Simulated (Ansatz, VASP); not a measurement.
This is a calculation of CdS (Greenockite) for Ansatz 0.2.0.

The input input.yaml:

```yaml
crystal:
  lattice:
    - [4.0652823512, 0.0, 0.0]
    - [-2.0326411756, 3.5206377897, 0.0]
    - [0.0, 0.0, 6.5994716144]
  atoms:
    - { symbol: Cd, position: [0.6666666667, 0.3333333333, 0.5] }
    - { symbol: Cd, position: [0.3333333333, 0.6666666667, 0.0] }
    - { symbol: S, position: [0.6666666667, 0.3333333333, 0.875] }
    - { symbol: S, position: [0.3333333333, 0.6666666667, 0.375] }
kpoints:
  mp_grid: { grid: [7, 7, 4] }
scf:
  occupations: { method: fermi_dirac, width: 0.05 }
hamiltonian:
  xc: lda
  pseudopotentials: { kind: all_electron, lapw: { basis_error: 0.002 } }
output:
  forces: true
  stress: true
  eigenvalues: true
```

Potentials or basis: all-electron LAPW, scalar-relativistic.

The run is started by

```console
$ ansatz run input.yaml --threads 2 --pin off --max-ram 8192MiB --backend cpu --events-out ev --progress --plain --runs-dir out
```

Question: Set up the same calculation for VASP 6.6.1. Potentials there: VASP PAW LDA potentials, release 64 (Cd, S).

Answer: As run (the cutoff follows the program's own potentials):

INCAR

```
SYSTEM = CdS
PREC = Accurate
ENCUT = 520
EDIFF = 1E-6
ISMEAR = -1
SIGMA = 0.05
LREAL = .FALSE.
LASPH = .TRUE.
NELM = 80
ALGO = Normal
ISIF = 2
LWAVE = .FALSE.
LCHARG = .TRUE.
LELF = .TRUE.
LVHAR = .TRUE.
NBANDS = 26
```

Contents of KPOINTS:

```
Automatic mesh
0
G
  7 7 4
  0 0 0
```

The input POSCAR:

```
CdS
1.0
    4.0652823512      0.0000000000      0.0000000000
   -2.0326411756      3.5206377897      0.0000000000
    0.0000000000      0.0000000000      6.5994716144
Cd S
2 2
Direct
    0.6666666667      0.3333333333      0.5000000000
    0.3333333333      0.6666666667      0.0000000000
    0.6666666667      0.3333333333      0.8750000000
    0.3333333333      0.6666666667      0.3750000000
```

Potentials or basis: VASP PAW LDA potentials, release 64 (Cd, S).

Run with:

```console
$ cat potpaw_LDA.64/Cd/POTCAR potpaw_LDA.64/S/POTCAR > POTCAR
$ mpirun -np 1 vasp_std > vasp.out
```

Both were run:

|  | VASP | Ansatz | Ansatz less VASP |
| --- | --- | --- | --- |
| gap on the k mesh at the Fermi level (eV) | 1.08 | 1.05 | -0.032 |
| least direct gap on the mesh (eV) | 1.08 | 1.05 | -0.032 |
| pressure (GPa) | 1.2 | 0.7 | -0.52 |
| largest component of the traceless stress (GPa) | 0.56 | 0.53 | -0.022 |
| rms of the force components (eV/Å) | 0.044 | 0.043 | -0.0010 |

Atom by atom the forces differ by 0.001 eV/Å (rms over components). Ansatz ran all-electron here, so the differences hold the error of VASP's frozen core and of both bases.
